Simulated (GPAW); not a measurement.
# BN (F-43m) in GPAW: further runs

The runs below take BN through single point, relaxation of cell and atoms, with LDA, PBEsol, PBEsol+D3, PBEsol+D3(BJ), PBEsol+D3(BJ)+ATM.

Everything below comes from runs of GPAW 26.7.0. Logs are shortened: lines on timing, memory, paths and dates and some standing lists are left out, and cuts for length are marked. The log counts tension as positive stress, the text compression.

**Experimental background.**

A printed reference work, monograph reports, for a bulk crystal of BN at 300 K: band gap 6.4 eV (indirect).

The runs below are set against these values where they give the same quantity.

## Step 1: The structure

The structure is cubic, space group F-43m (No. 216). Conventional cell: a = 3.626 Å, b = 3.626 Å, c = 3.626 Å, α = 90.00°, β = 90.00°, γ = 90.00°. Around N (site symmetry -43m) lie 4 B at 1.57 Å. B (site symmetry -43m) has 4 N at 1.57 Å as nearest neighbours.

The cell is a database's computed one.

## Step 2: Single point, LDA

File run.py:

```python
from ase import Atoms
from ase.dft.bandgap import bandgap
from ase.io import write
from ase.units import GPa
from gpaw import GPAW, PW

atoms = Atoms(['N', 'B'],
              cell=[[0.0, 1.813001, 1.813001],
                    [1.813001, 0.0, 1.813001],
                    [1.813001, 1.813001, 0.0]],
              scaled_positions=[[0.25, 0.25, 0.25],
                                [0.0, 0.0, 0.0]],
              pbc=True)

calc = GPAW(mode=PW(600),
            xc='LDA',
            kpts={'size': (10, 10, 10), 'gamma': True},
            occupations={'name': 'fermi-dirac', 'width': 0.05},
            nbands=11,
            maxiter=120,
            txt='gpaw.txt')
atoms.calc = calc
energy = atoms.get_potential_energy()
forces = atoms.get_forces()
stress = atoms.get_stress()
calc.write('gs.gpw')
write('result.traj', atoms)
print(f'Energy: {energy:.6f} eV')
print('Forces (eV/A):')
print(forces.round(4))
print('Stress (GPa):', (stress / GPa).round(3))
print('Fermi level:', round(calc.get_fermi_level(), 4), 'eV')
print(f'Gap: {bandgap(calc)[0]:.4f} eV, direct: {bandgap(calc, direct=True)[0]:.4f} eV')
```

Potentials or basis: the program's PAW data sets (release 1.2.1) made for this functional, pw.

On the command line:

```sh
$ OMP_NUM_THREADS=1 python run.py
```

gpaw.txt:

```text
__  _  _
 | _ |_)|_||  |
 |__||  | ||/\| - 26.7.0

Input parameters:
  mode=PW(ecut=600.0),
  kpts=MonkhorstPack(size=(10, 10, 10), gamma=True),
  maxiter=120,
  nbands=11,
  occupations=Occupations(name='fermi-dirac', width=0.05),
  xc=XC(name='LDA')

Diagonalizing LCAO Hamiltonian
Converting LCAO to pw mode

          N
       B

Atoms  # Å, Bohr magnetons
|   | symbol |        x |        y |        z |    initial magnetic moments |
|---|--------|----------|----------|----------|-----------------------------|
| 0 |      N | 0.906501 | 0.906501 | 0.906501 | ( 0.0000,  0.0000,  0.0000) |
| 1 |      B | 0.000000 | 0.000000 | 0.000000 | ( 0.0000,  0.0000,  0.0000) |

Unit cell  # Å
| periodic |        x |        y |        z |  lengths |    angles |
|----------|----------|----------|----------|----------|-----------|
|      yes | 0.000000 | 1.813001 | 1.813001 | 2.563971 | 60.000000 |
|      yes | 1.813001 | 0.000000 | 1.813001 | 2.563971 | 60.000000 |
|      yes | 1.813001 | 1.813001 | 0.000000 | 2.563971 | 60.000000 |

Number of symmetries: 24
Symmetry operations  # r_c * U_cc + t_c -> r_c
|    | kind |            matrix            |
|----|------|------------------------------|
|  0 |  E   |  1, 0, 0,  0, 1, 0,  0, 0, 1 |
|  1 |  σ   |  1, 0, 0,  0, 0, 1,  0, 1, 0 |
|  2 |  σ   |  1, 0,-1,  0, 1,-1,  0, 0,-1 |
|  3 |  C3  |  1, 0,-1,  0, 0,-1,  0, 1,-1 |
|  4 |  C3  |  1,-1, 0,  0,-1, 1,  0,-1, 0 |
|  5 |  σ   |  1,-1, 0,  0,-1, 0,  0,-1, 1 |
|  6 |  σ   |  0, 1, 0,  1, 0, 0,  0, 0, 1 |
|  7 |  C3  |  0, 1, 0,  0, 0, 1,  1, 0, 0 |
|  8 |  C2  |  0, 1,-1,  1, 0,-1,  0, 0,-1 |
|  9 |  S4  |  0, 1,-1,  0, 0,-1,  1, 0,-1 |
| 10 |  C3  |  0, 0, 1,  1, 0, 0,  0, 1, 0 |
| 11 |  σ   |  0, 0, 1,  0, 1, 0,  1, 0, 0 |
| 12 |  S4  |  0, 0,-1,  1, 0,-1,  0, 1,-1 |
| 13 |  C3  |  0, 0,-1,  0, 1,-1,  1, 0,-1 |
| 14 |  S4  |  0,-1, 1,  1,-1, 0,  0,-1, 0 |
| 15 |  C2  |  0,-1, 1,  0,-1, 0,  1,-1, 0 |
| 16 |  C3  |  0,-1, 0,  1,-1, 0,  0,-1, 1 |
| 17 |  S4  |  0,-1, 0,  0,-1, 1,  1,-1, 0 |
| 18 |  S4  | -1, 1, 0, -1, 0, 1, -1, 0, 0 |
| 19 |  C3  | -1, 1, 0, -1, 0, 0, -1, 0, 1 |
| 20 |  C3  | -1, 0, 1, -1, 1, 0, -1, 0, 0 |
| 21 |  S4  | -1, 0, 1, -1, 0, 0, -1, 1, 0 |
| 22 |  σ   | -1, 0, 0, -1, 1, 0, -1, 0, 1 |
| 23 |  C2  | -1, 0, 0, -1, 0, 1, -1, 1, 0 |

BZ-sampling:
  Number of BZ points: 1000
  Number of IBZ points: 47

  Monkhorst-Pack size: [10, 10, 10]
  Monkhorst-Pack shift: [0.05, 0.05, 0.05]

K-points  # in reciprocal-cell coordinates
|     |                                coordinates |     weight |
|-----|--------------------------------------------|------------|
|   0 | (  0.00000000,   0.00000000,   0.00000000) | 0.00100000 |
|   1 | (  0.10000000,   0.10000000,   0.00000000) | 0.00600000 |
|   2 | (  0.10000000,   0.10000000,   0.10000000) | 0.00800000 |
|   3 | (  0.20000000,   0.10000000,   0.10000000) | 0.01200000 |
|   4 | (  0.20000000,   0.20000000,   0.00000000) | 0.00600000 |
|   5 | (  0.20000000,   0.20000000,   0.10000000) | 0.02400000 |
|   6 | (  0.20000000,   0.20000000,   0.20000000) | 0.00800000 |
|   7 | (  0.30000000,   0.20000000,   0.10000000) | 0.02400000 |
|   8 | (  0.30000000,   0.20000000,   0.20000000) | 0.02400000 |
|   9 | (  0.30000000,   0.30000000,   0.00000000) | 0.00600000 |
| ... |                                            |            |
|  46 | (  0.50000000,   0.50000000,   0.50000000) | 0.00400000 |

Plane wave coefficients: 411
Cutoff: 600.0 eV

Spin-components: 1 (collinear spins)
Bands:           11
Projectors:      10
Spin-degeneracy: 2
Datatype:        complex128

Parallelization:
  kpt:    1
  domain: 1
  band:   1

Density:
  Valence electrons: 8.0
  Components: 1
  Grid points: [15 15 15]
  Charge: 0.0  # |e|

Potential:
  Grid points: [15 15 15]

species:
  N:
    name:    Nitrogen
    Z:       7.0
    valence: 5
    core:    2
    charge:  0.0  # [|e|]
    compensation charges:
      type: gauss
      rc: 0.18  # [Å]
      lmax: 2
    cutoffs:
      filter: 1.11  # [Å]
      core: 0.96  # [Å]
    projectors
    | kind |    occ | energy [eV] | rcut [Å] |
    |------|--------|-------------|----------|
    |   2s |  2.000 |     -18.420 |    0.603 |
    |   2p |  3.000 |      -7.237 |    0.529 |
    |    s |        |       8.791 |    0.603 |
    |    p |        |      19.974 |    0.529 |
    |    d |        |       0.000 |    0.577 |

    Using partial waves for N as LCAO basis

  B:
    name:    Boron
    Z:       5.0
    valence: 3
    core:    2
    charge:  0.0  # [|e|]
    compensation charges:
      type: gauss
      rc: 0.20  # [Å]
      lmax: 2
    cutoffs:
      filter: 1.14  # [Å]
      core: 1.42  # [Å]
    projectors
    | kind |    occ | energy [eV] | rcut [Å] |
    |------|--------|-------------|----------|
    |   2s |  2.000 |      -9.383 |    0.635 |
    |   2p |  1.000 |      -3.714 |    0.635 |
    |    s |        |      17.828 |    0.635 |
    |    p |        |      23.498 |    0.635 |
    |    d |        |       0.000 |    0.635 |

    Using partial waves for B as LCAO basis

Reference energy: -2133.488728  # eV

eigensolver:
  PPCG
  Converge bands: occupied
  niter=2

density mixing:
  MSR1-Mixer
  Pratt-step length: 0.05
  Maximum mixing coefficient: 0.75
  Old densities: 10
  SVD Regularization: 0.005
  Good broyden scale: 1.0
  Trust region scale: 1.0
  Backstep threshold: 4.0
  History deletion threshold: 6.0
  Fourier metric: weight=20.0, sigma=0.015

occupation numbers:
  Fermi-Dirac:
    width: 0.0500  # eV

poisson solver:
  ecut: 4800.0  # eV

xc functional:
  name: None

convergence criteria:
- Maximum [total energy] change in last 3 cyles: 0.0005 eV / valence electron
- Maximum integral of absolute [dens]ity change: 0.0001 electrons / valence electron
- Maximum integral of absolute [eigenst]ate change: 4e-08 eV^2 / valence electron
maximum number of iterations: 120

SCF iterations
|iter     | |      energy | eigst |  dens |
|---------|-|-------------|-------|-------|
|iter:   1| |  -20.206806 | +0.07 |       |
|iter:   2| |  -20.026574 | -2.08 | -0.74 |
|iter:   3| |  -19.303300 | -1.41 | -0.78 |
|iter:   4| |  -19.283060 | -3.07 | -1.39 |
|iter:   5| |  -19.280896 | -3.65 | -1.86 |
|iter:   6| |  -19.280895c| -5.43 | -2.61 |
|iter:   7| |  -19.280896c| -7.34 | -3.68 |
|iter:   8| |  -19.280896c| -7.61c| -4.36c|

Converged in 8 steps
Energy contributions relative to reference atoms: (reference = -2133.488728)

Energy contributions:
  Kinetic:          14.725409
  Coulomb:         -13.891832
  Zero:             -0.001031
  External:          0.000000
  Xc:              -20.113442
  Entropy:          -0.000000
  Spinorbit:         0.000000
  ----------------------------
  Free energy:     -19.280896
  Extrapolated:    -19.280896

dipole moment: (-7.347665, -7.347665, -7.347665)  # |e|*Ang

Fermi level: 11.911
Eigenvalues  # (at kpt = [0.000, 0.000, 0.000])
| band index |      eig [eV] | occ [0-2] |
|------------|---------------|-----------|
|          0 |       -10.285 |     2.000 |
|          1 |         9.703 |     2.000 |
|          2 |         9.703 |     2.000 |
|          3 |         9.703 |     2.000 |
|          4 |        18.350 |     0.000 |
|          5 |        18.350 |     0.000 |
|          6 |        18.350 |     0.000 |
|          7 |        19.969 |     0.000 |
|          8 |        34.036 |     0.000 |
|          9 |        37.519 |     0.000 |
|         10 |        37.703 |     0.000 |

Gap: 4.331 eV
Transition (v -> c):
  (s=0, k=0, n=3, [0.00, 0.00, 0.00]) -> (s=0, k=41, n=4, [0.50, 0.50, 0.00])
Direct/indirect transitions are different
Direct gap: 8.647 eV
Transition at: (s=0, k=0, n=3, [0.00, 0.00, 0.00])

Forces  # eV/Ang
|        x |       y |       z |
|----------|---------|---------|
|  0.00000 | 0.00000 | 0.00000 |  # N    0
| -0.00000 | 0.00000 | 0.00000 |  # B    1

Stress tensor  # eV/Ang^3
|         x |         y |        z |
|-----------|-----------|----------|
|  0.170180 | -0.000000 | 0.000000 |
| -0.000000 |  0.170180 | 0.000000 |
|  0.000000 |  0.000000 | 0.170180 |

# Writing to gs.gpw (mode='')
```

Wall time 3.7 s (1 thread of Intel Xeon 6975P-C (Granite Rapids), shared host); peak memory 0.13 GiB.

What came out:

```yaml
Free_energy: -19.2809 eV
Pressure: -27.3 GPa
Band_gap_on_the_k_mesh: 4.33 eV, indirect (least direct gap 8.65 eV)
```

Levels at points of the mesh, in eV from the valence-band top:
| k point | band 1 | band 2 | band 3 | band 4 | band 5 | band 6 | band 7 |
| --- | --- | --- | --- | --- | --- | --- | --- |
| (0.00, 0.00, 0.00) | -19.99 | 0.00 | 0.00 | 0.00 | 8.65 | 8.65 | 8.65 |
| (0.50, 0.50, 0.00) | -14.40 | -8.82 | -4.88 | -4.88 | 4.33 | 9.10 | 17.59 |
| (0.50, 0.50, 0.50) | -15.76 | -10.63 | -1.92 | -1.92 | 10.08 | 10.53 | 10.53 |

Caveat: the cutoff is short for stress and forces, so pressures can be off by a GPa or more; so large a pressure means that the cell lies far from this level's equilibrium, or that cutoff or potentials fall short.

(Part 1 of 2 ends here.)
